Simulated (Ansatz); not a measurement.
Field gradients at the nuclei in MgZn7O8

The cell is a computed structure from the Materials Project (it need not be an observed phase), atoms as given.

```
Mg Zn O
1.0
     6.49039    0.00000    0.00000
    -3.24519    5.62084    0.00000
     0.00000    0.00000    5.20221
Mg Zn O
1 7 8
Cartesian
  0.0000 0.0000 2.5979
  0.0000 5.6120 2.5887
  -1.6221 4.6837 0.0015
  1.6221 4.6837 0.0015
  -1.6150 2.8148 2.5887
  1.6150 2.8148 2.5887
  0.0000 1.8742 0.0015
  3.2452 1.8736 5.1936
  0.0000 0.0000 4.5710
  3.2452 1.8736 1.9772
  -1.6208 2.8115 4.5757
  1.6208 2.8115 4.5757
  0.0000 5.6187 4.5757
  -1.6323 4.6897 1.9823
  1.6323 4.6897 1.9823
  0.0000 1.8624 1.9823
```

Atoms are numbered from 1 in the order listed; like atoms form one site, named after its first atom.

The numbers come from a DFT calculation in Ansatz (r2SCAN, plane waves and PAW, scalar-relativistic, 500 eV cutoff, Γ-centred 4×4×5 k-points, Fermi–Dirac smearing 0.02 eV).

C_Q = eQV_zz/h, which is 24.18 MHz for Q = 1 b and V_zz = 10²¹ V/m²; η = (V_xx − V_yy)/V_zz.

25Mg: I = 5/2, Q = 199.4 mb; ⁶⁷Zn: I = 5/2, Q = 122.0 mb; ¹⁷O: I = 5/2, Q = -25.58 mb. Quadrupole moments are those of Pyykkö's year-2017 table.

```tsv
site	atoms (order as listed)	first shell	V_zz (10²¹ V/m²)	η	C_Q (MHz)
Mg	1	4 O at 1.96–1.97 Å; also 1 O at 3.23 Å	0.27	0.00	1.31
Zn2	2, 5, 6	4 O at 1.97–1.99 Å; also 1 O at 3.22 Å	0.85	0.69	2.50
Zn3	3, 4, 7	4 O at 1.97–1.98 Å; also 1 O at 3.22 Å	0.34	0.06	1.01
Zn8	8	4 O at 1.97–1.99 Å; also 1 O at 3.22 Å	0.61	0.00	1.80
O9	9	1 Mg at 1.97 Å, 3 Zn at 1.98 Å; also 1 Mg at 3.23 Å	-3.41	0.00	2.11
O10	10	4 Zn at 1.98–1.99 Å; also 1 Zn at 3.22 Å	-0.27	0.00	0.164
O11	11, 12, 13	4 Zn at 1.97–1.99 Å; also 1 Zn at 3.22 Å	-0.25	0.08	0.152
O14	14, 15, 16	1 Mg at 1.96 Å, 3 Zn at 1.97–1.98 Å; also 1 Zn at 3.22 Å	-3.31	0.13	2.05
```

An axis of threefold or higher order runs through Mg, Zn8, O9 and O10, so V_zz lies along it and η is zero. At O14 V_zz points along its one bond to Mg (within 2°).

With these PAW files V_zz is typically within 2 to 3 % of all-electron values, but misses above 10 % occur on Zn.
